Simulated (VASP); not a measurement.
# Mo in VASP: notebook

The runs below take Mo through single point, relaxation of the atoms, with PBE.

Everything below comes from runs of VASP 6.6.1. Logs are shortened: lines on timing, memory, paths and dates and some standing lists are left out, and cuts for length are marked.

**1. The structure**

The cell holds a slab with vacuum, 3 atoms: a = 2.738 Å, b = 2.738 Å, c = 19.471 Å, α = 90.00°, β = 90.00°, γ = 109.47°.

The slab is cut from a database's or a generator's crystal, which needn't be the stable form of the element.

**2. Single point, PBE**

Contents of INCAR:

```
  PREC = Accurate
  ENCUT = 520
  EDIFF = 1E-6
  ISMEAR = 1
  SIGMA = 0.1
  LREAL = F
  LASPH = T
  NELM = 80
  ALGO = Normal
  ISIF = 2
  LWAVE = F
  LCHARG = F
  LDIPOL = T
  IDIPOL = 3
  DIPOL = 0.5 0.5 0.500
  GGA = PE
  NBANDS = 28
  LVHAR = T
  LVACPOTAV = T
  ICORELEVEL = 1
  KPAR = 2
```

Contents of KPOINTS:

```
regular mesh
0
Gamma
  15 15 1
```

Contents of POSCAR:

```
Mo
1.0
    2.7381852700      0.0000000000      0.0000000000
   -0.9127284200      2.5815858300      0.0000000000
    0.0000000000      0.0000000000     19.4714378100
Mo
3
Direct
    0.5000000000      0.5000000000      0.3851795700
    0.0000000000      0.0000000000      0.5000000000
    0.5000000000      0.5000000000      0.6148204300
```

Potentials or basis: VASP PAW PBE potentials, release 64 (Mo_sv).

Run with:

```
$ cat potpaw_PBE.64/Mo_sv/POTCAR > POTCAR
$ mpirun -np 2 vasp_std > vasp.out
```

OUTCAR:

```text
PREC = Accurate
   ENCUT = 520
   EDIFF = 1E-6
   ISMEAR = 1
   LREAL = F
   LASPH = T
   NELM = 80
   ISIF = 2
   GGA = PE

 ion  position               nearest neighbor table
   1  0.500  0.500  0.385-   2 2.74   2 2.74   2 3.16   2 3.16
   2  0.000  0.000  0.500-   1 2.74   3 2.74   1 2.74   3 2.74   1 3.16   3 3.16   1 3.16   3 3.16

   3  0.500  0.500  0.615-   2 2.74   2 2.74   2 3.16   2 3.16

  LATTYP: Found a base centered orthorhombic cell.
 ALAT       =     3.1617840073
 B/A-ratio  =     1.4142135607
 C/A-ratio  =     6.1583706430

  Lattice vectors:

 A1 = (   2.7381852700,   0.0000000000,   0.0000000000)
 A2 = (  -0.9127284200,   2.5815858300,   0.0000000000)
 A3 = (   0.0000000000,   0.0000000000,  19.4714378100)

Analysis of symmetry for initial positions (statically):
=====================================================================
 Subroutine PRICEL returns:
 Original cell was already a primitive cell.

 Routine SETGRP: Setting up the symmetry group for a
 base centered orthorhombic supercell.

 Subroutine GETGRP returns: Found  8 space group operations
 (whereof  8 operations were pure point group operations)
 out of a pool of  8 trial point group operations.

The static configuration has the point symmetry D_2h.

Analysis of symmetry for dynamics (positions and initial velocities):
=====================================================================
 Subroutine PRICEL returns:
 Original cell was already a primitive cell.

 Routine SETGRP: Setting up the symmetry group for a
 base centered orthorhombic supercell.

 Subroutine GETGRP returns: Found  8 space group operations
 (whereof  8 operations were pure point group operations)
 out of a pool of  8 trial point group operations.

The dynamic configuration has the point symmetry D_2h.

 Subroutine INISYM returns: Found  8 space group operations
 (whereof  8 operations are pure point group operations),
 and found     1 'primitive' translations

----------------------------------------------------------------------------------------

                                     Primitive cell

  volume of cell :     137.6409

  direct lattice vectors                    reciprocal lattice vectors
     2.738185270  0.000000000  0.000000000     0.365205383  0.129119601  0.000000000
    -0.912728420  2.581585830  0.000000000     0.000000000  0.387358804  0.000000000
     0.000000000  0.000000000 19.471437810     0.000000000  0.000000000  0.051357276

  length of vectors
     2.738185270  2.738185269 19.471437810     0.387358804  0.387358804  0.051357276

[... 96 lines left out ...]
   EFERMI =   0.00;   METHOD = LEGACY
   ISMEAR =     1;   SIGMA  =   0.10  broadening in eV -4-tet -1-fermi 0-gaus
   EFERMI_NEDOS =   21; number of points for ismear=-14 and -15
   IALGO  =     38    algorithm
   IMIX   =      4    mixing-type and parameters
     AMIX     =   0.40;   BMIX     =  1.00
     AMIX_MAG =   1.60;   BMIX_MAG =  1.00
  volume/ion in A,a.u.               =      45.88       309.62
  Fermi-wavevector in a.u.,A,eV,Ry     =   1.102154  2.082768 16.527576  1.214743
  Thomas-Fermi vector in A             =   2.238592
   LORBIT       =      0    0 simple, 1 ext, 2 COOP (PROOUT), +10 PAW based schemes
   GGA     = PE    functional components
   LHFCALC =     F    Hartree Fock is set to
   AEXX    =    0.0000 exact exchange contribution
   IVDW    =     0    specifies the selected vdW correction
   LEPSILON=     F    determine dielectric tensor
   LRPA    =     F    only Hartree local field effects (RPA)
 non-spin polarized calculation
 Methfessel and Paxton  Order N= 1 SIGMA  =   0.10
  energy-cutoff  :      520.00
  volume of cell :      137.64
 maximum number of plane-waves:      3746
   NGX = 11   NGY = 11   NGZ = 73

 dipolmoment           0.000000      0.000000     -0.000000 electrons x Angstroem

 number of electron      41.9999995 magnetization

 dipolmoment           0.000000      0.000000      0.000000 electrons x Angstroem

 Free energy of the ion-electron system (eV)
  ---------------------------------------------------
  ext. energy  EPLUGINS =         0.00000000
  ---------------------------------------------------
  free energy    TOTEN  =       -30.20566066 eV

  energy without entropy =      -30.20574651  energy(sigma->0) =      -30.20568928

 the core state eigenenergies are
   1-  1s -19814.7210  2s  -2794.8250  2p  -2497.8334  3s   -472.0185  3p   -374.7255
       3d   -216.5448
   2-  1s -19814.8486  2s  -2795.0312  2p  -2498.0321  3s   -472.2420  3p   -374.9492
       3d   -216.7716
   3-  1s -19814.7210  2s  -2794.8250  2p  -2497.8334  3s   -472.0185  3p   -374.7255
       3d   -216.5448

 E-fermi :   1.2621     XC(G=0):  -5.6883

 val. band max:        1.2501855274   @ k =  -0.2667   0.1333   0.0000
 cond. band min:       1.2664777784   @ k =  -0.3333   0.2667   0.0000
 fundamental gap:      0.0162922510
 Fermi energy:         1.2621464851

 k-point     1 :       0.0000    0.0000    0.0000
  band No.  band energies     occupation
      1     -59.9888      2.00000
      2     -59.6923      2.00000
      3     -59.6649      2.00000
      4     -34.4150      2.00000
      5     -33.8642      2.00000
      6     -33.6613      2.00000
[... 733 lines left out ...]
     27       3.4633      0.00000
     28       3.8425      0.00000

 [... further k-points ...]

------------------------ aborting loop because EDIFF is reached ----------------------------------------

  FORCE on cell =-STRESS in cart. coord.  units (eV):
  Direction    XX          YY          ZZ          XY          YZ          ZX
  --------------------------------------------------------------------------------------
  -------------------------------------------------------------------------------------
  Total       -4.2598832     -4.2104639     -2.7476221      0.0698893      0.0000000      0.0000000
  in kB      -49.5862025    -49.0109492    -31.9830715      0.8135310      0.0000000      0.0000000
  external PRESSURE =     -43.5267410 kB  Pullay stress =       0.0000000 kB

 VOLUME and BASIS-vectors are now :
 -----------------------------------------------------------------------------
  energy-cutoff  :      520.00
  volume of cell :      137.64
      direct lattice vectors                 reciprocal lattice vectors
     2.738185270  0.000000000  0.000000000     0.365205383  0.129119601  0.000000000
    -0.912728420  2.581585830  0.000000000     0.000000000  0.387358804  0.000000000
     0.000000000  0.000000000 19.471437810     0.000000000  0.000000000  0.051357276

 POSITION                                       TOTAL-FORCE (eV/Angst)
 -----------------------------------------------------------------------------------
      0.91273      1.29079      7.50000        -0.000000      0.000000      0.610863
      0.00000      0.00000      9.73572         0.000000      0.000000      0.000000
      0.91273      1.29079     11.97144         0.000000      0.000000     -0.610863
 -----------------------------------------------------------------------------------
    total drift:                                0.000000      0.000000      0.000000

  FREE ENERGIE OF THE ION-ELECTRON SYSTEM (eV)
  ---------------------------------------------------
  free  energy   TOTEN  =       -30.2056606593 eV

  energy  without entropy=      -30.2057465095  energy(sigma->0) =      -30.20568928

 vacuum level on the upper side and lower side of the slab         5.994         5.994
```

OSZICAR:

```text
N       E                     dE             d eps       ncg     rms          rms(c)
DAV:   1     0.417546500102E+03    0.41755E+03   -0.27002E+04  4600   0.135E+03
DAV:   2    -0.202362491583E+02   -0.43778E+03   -0.43027E+03  4344   0.409E+02
DAV:   3    -0.322715019092E+02   -0.12035E+02   -0.11415E+02  4484   0.627E+01
[... 15 lines left out ...]
DAV:  19    -0.302056385847E+02   -0.21489E-04   -0.19473E-06  3364   0.901E-03    0.120E-03
DAV:  20    -0.302056547923E+02   -0.16208E-04   -0.76212E-07  2480   0.346E-03    0.748E-04
DAV:  21    -0.302056593166E+02   -0.45243E-05   -0.25965E-07  2480   0.194E-03    0.408E-04
DAV:  22    -0.302056603749E+02   -0.10583E-05   -0.58889E-08  2040   0.102E-03    0.710E-04
DAV:  23    -0.302056606593E+02   -0.28448E-06   -0.26122E-08  1976   0.950E-04
   1 F= -.30205661E+02 E0= -.30205689E+02  d E =0.858501E-04
```

It took 93 s on 2 MPI ranks of AMD EPYC 9R45 (Zen 5), shared host; peak memory 0.31 GiB.

What came out:

```
Free energy                     : -30.2057 eV
Largest force                   : 0.611 eV/Å
Band gap on the k mesh          : none (metal or under the smearing width)
Work function of the upper face : 4.73 eV
Work function of the lower face : 4.73 eV
```

Forces in eV/Å, atoms in the order of the input:
```
Mo   0.000  0.000  0.611
Mo   0.000  0.000  0.000
Mo   0.000  0.000 -0.611
```

Levels at points of the mesh, in eV from the Fermi level:
| k point | band 19 | band 20 | band 21 | band 22 | band 23 | band 24 |
| --- | --- | --- | --- | --- | --- | --- |
| (0.00, 0.00, 0.00) | -1.37 | -1.29 | -0.51 | -0.22 | 1.10 | 1.28 |

Core levels (eV, on the scale of the bands):
| atom | levels |
| --- | --- |
| 1 Mo | 1s -19814.7, 2s -2794.8, 2p -2497.8, 3s -472.0, 3p -374.7, 3d -216.5 |
| 2 Mo | 1s -19814.8, 2s -2795.0, 2p -2498.0, 3s -472.2, 3p -374.9, 3d -216.8 |
| 3 Mo | 1s -19814.7, 2s -2794.8, 2p -2497.8, 3s -472.0, 3p -374.7, 3d -216.5 |

**3. Relaxation of the atoms, PBE**

Contents of INCAR:

```
ALGO = Normal
DIPOL = 0.5 0.5 0.500
EDIFF = 1E-6
EDIFFG = -0.02
ENCUT = 520
GGA = PE
IBRION = 2
IDIPOL = 3
ISIF = 2
ISMEAR = 1
KPAR = 2
LASPH = T
LCHARG = F
LDIPOL = T
LREAL = F
LWAVE = F
NELM = 80
NSW = 80
PREC = Accurate
SIGMA = 0.1
```

Contents of KPOINTS:

```
k-points
0
Gamma
  15 15 1
```

POSCAR is that of step 2.

Potentials or basis: VASP PAW PBE potentials, release 64 (Mo_sv).

Run with:

```
$ cat potpaw_PBE.64/Mo_sv/POTCAR > POTCAR
$ mpirun -np 2 vasp_std > vasp.out
```

OUTCAR:

```text
EDIFF = 1E-6
   EDIFFG = -0.02
   ENCUT = 520
   GGA = PE
   IBRION = 2
   ISIF = 2
   ISMEAR = 1
   LASPH = T
   LREAL = F
   NELM = 80
   NSW = 80
   PREC = Accurate

 ion  position               nearest neighbor table
   1  0.500  0.500  0.385-   2 2.74   2 2.74   2 3.16   2 3.16
   2  0.000  0.000  0.500-   1 2.74   3 2.74   1 2.74   3 2.74   1 3.16   3 3.16   1 3.16   3 3.16

   3  0.500  0.500  0.615-   2 2.74   2 2.74   2 3.16   2 3.16

  LATTYP: Found a base centered orthorhombic cell.
 ALAT       =     3.1617840073
 B/A-ratio  =     1.4142135607
 C/A-ratio  =     6.1583706430

  Lattice vectors:

 A1 = (   2.7381852700,   0.0000000000,   0.0000000000)
 A2 = (  -0.9127284200,   2.5815858300,   0.0000000000)
 A3 = (   0.0000000000,   0.0000000000,  19.4714378100)
[... 265 lines left out ...]

  energy without entropy =      -30.25868199  energy(sigma->0) =      -30.25830807

 E-fermi :   1.2550     XC(G=0):  -5.5843

 val. band max:        1.2548341961   @ k =   0.4000   0.3333   0.0000
 cond. band min:       1.2551239966   @ k =   0.4667   0.3333   0.0000
 fundamental gap:      0.0002898005
 Fermi energy:         1.2550257664

 k-point     1 :       0.0000    0.0000    0.0000
  band No.  band energies     occupation
      1     -59.9729      2.00000
      2     -59.6667      2.00000
      3     -59.6206      2.00000
      4     -34.4937      2.00000
      5     -33.8484      2.00000
      6     -33.6805      2.00000
[... 661 lines left out ...]
     24       2.7002     -0.00000
     25       2.8158     -0.00000

 [... further k-points ...]

------------------------ aborting loop because EDIFF is reached ----------------------------------------

 vacuum level on the upper side and lower side of the slab       (xc-potential included)        -0.008        -0.008

  FORCE on cell =-STRESS in cart. coord.  units (eV):
  Direction    XX          YY          ZZ          XY          YZ          ZX
  --------------------------------------------------------------------------------------
  -------------------------------------------------------------------------------------
  Total       -2.7423929     -2.7715155     -0.0247841     -0.0411857      0.0000000      0.0000000
  in kB      -31.9222012    -32.2611971     -0.2884934     -0.4794127      0.0000000      0.0000000
  external PRESSURE =     -21.4906306 kB  Pullay stress =       0.0000000 kB
[... 18 lines left out ...]
  FREE ENERGIE OF THE ION-ELECTRON SYSTEM (eV)
  ---------------------------------------------------
  free  energy   TOTEN  =       -30.2581211138 eV

  energy  without entropy=      -30.2586819872  energy(sigma->0) =      -30.25830807

 reached required accuracy - stopping structural energy minimisation

 vacuum level on the upper side and lower side of the slab         5.967         5.967
```

OSZICAR:

```text
N       E                     dE             d eps       ncg     rms          rms(c)
DAV:   1     0.429157889553E+03    0.42916E+03   -0.27149E+04  4200   0.151E+03
DAV:   2    -0.189040201927E+02   -0.44806E+03   -0.44434E+03  3876   0.446E+02
DAV:   3    -0.322573425656E+02   -0.13353E+02   -0.12931E+02  4390   0.696E+01
[... 36 lines left out ...]
DAV:   5    -0.302581858664E+02    0.77477E-03   -0.10780E-02  4324   0.875E-01    0.802E-02
DAV:   6    -0.302581388422E+02    0.47024E-04   -0.11556E-03  4278   0.282E-01    0.310E-02
DAV:   7    -0.302581184605E+02    0.20382E-04   -0.10675E-04  4299   0.767E-02    0.796E-03
DAV:   8    -0.302581203988E+02   -0.19383E-05   -0.10798E-05  4116   0.193E-02    0.474E-03
DAV:   9    -0.302581211138E+02   -0.71501E-06   -0.40725E-07  1973   0.588E-03
   3 F= -.30258121E+02 E0= -.30258308E+02  d E =-.524606E-01
```

CONTCAR:

```text
Mo
   1.00000000000000
     2.7381852699999998    0.0000000000000000    0.0000000000000000
    -0.9127284200000000    2.5815858299999999    0.0000000000000000
     0.0000000000000000    0.0000000000000000   19.4714378100000012
  Mo
     3
Direct
     0.5000000000000000    0.5000000000000000    0.3893711810601408
     0.0000000000000000    0.0000000000000000    0.5000000000000000
     0.5000000000000000    0.5000000000000000    0.6106288189398592

  0.00000000E+00  0.00000000E+00  0.00000000E+00
  0.00000000E+00  0.00000000E+00  0.00000000E+00
  0.00000000E+00  0.00000000E+00  0.00000000E+00
```

It took 2.8 min on 2 MPI ranks of AMD EPYC 9R45 (Zen 5), shared host; peak memory 0.3 GiB.

Results:

```
Free energy               : -30.2581 eV
Energy gained by relaxing : 17.5 meV/atom
Ionic steps               : 3
Band gap on the k mesh    : none (metal or under the smearing width)
```

The path:
| step | energy change (eV) | largest force (eV/Å) | pressure (GPa) |
| --- | --- | --- | --- |
| 1 | 0.0000 | 0.6108 | -4.35 |
| 2 | -0.0302 | 0.4112 | -3.60 |
| 3 | -0.0525 | 0.0019 | -2.15 |

Final structure:
```
CELL_PARAMETERS angstrom
2.73819 0.00000 0.00000
-0.91273 2.58159 0.00000
0.00000 0.00000 19.47144
ATOMIC_POSITIONS crystal
Mo 0.50000 0.50000 0.38937
Mo 0.00000 0.00000 0.50000
Mo 0.50000 0.50000 0.61063
```

**4. Single point, PBE**

Contents of INCAR:

```
  PREC = Accurate
  ENCUT = 520
  EDIFF = 1E-6
  ISMEAR = 1
  SIGMA = 0.1
  LREAL = F
  LASPH = T
  NELM = 80
  ALGO = Normal
  ISIF = 2
  LWAVE = F
  LCHARG = F
  LDIPOL = T
  IDIPOL = 3
  DIPOL = 0.5 0.5 0.500
  GGA = PE
  NBANDS = 28
  LVHAR = T
  LVACPOTAV = T
  ICORELEVEL = 1
  KPAR = 2
```

Contents of KPOINTS:

```
regular mesh
0
Gamma
  15 15 1
```

Contents of POSCAR:

```
Mo                                      
1.0
    2.7381852700      0.0000000000      0.0000000000
   -0.9127284200      2.5815858300      0.0000000000
    0.0000000000      0.0000000000     19.4714378100
  Mo            
     3
Direct
     0.5000000000000000    0.5000000000000000    0.3893711810601408
     0.0000000000000000    0.0000000000000000    0.5000000000000000
     0.5000000000000000    0.5000000000000000    0.6106288189398592
```

Run with:

```
$ cat potpaw_PBE.64/Mo_sv/POTCAR > POTCAR
$ mpirun -np 2 vasp_std > vasp.out
```

Wall time 1.7 min (2 MPI ranks of AMD EPYC 9R45 (Zen 5), shared host); peak memory 0.32 GiB.

It converged, with:

* Free energy: -30.2581 eV
* Band gap on the k mesh: none (metal or under the smearing width)
* Work function of the upper face: 4.73 eV
* Work function of the lower face: 4.73 eV

Forces in eV/Å, atoms in the order of the input:
```
Mo   0.000  0.000  0.002
Mo   0.000  0.000  0.000
Mo   0.000  0.000 -0.002
```

Levels at points of the mesh, in eV from the Fermi level:
```csv
k point,band 17,band 18,band 19,band 20,band 21,band 22,band 23,band 24,band 25,band 26
"(0.00, 0.00, 0.00)",-2.11,-1.39,-1.29,-1.17,-0.83,-0.16,1.34,1.35,1.50,1.53
```

Core levels (eV, on the scale of the bands):
```
atom                                                                levels
1 Mo  1s -19814.6, 2s -2794.8, 2p -2497.8, 3s -472.0, 3p -374.7, 3d -216.5
2 Mo  1s -19814.7, 2s -2794.9, 2p -2497.9, 3s -472.1, 3p -374.9, 3d -216.7
3 Mo  1s -19814.6, 2s -2794.8, 2p -2497.8, 3s -472.0, 3p -374.7, 3d -216.5
```
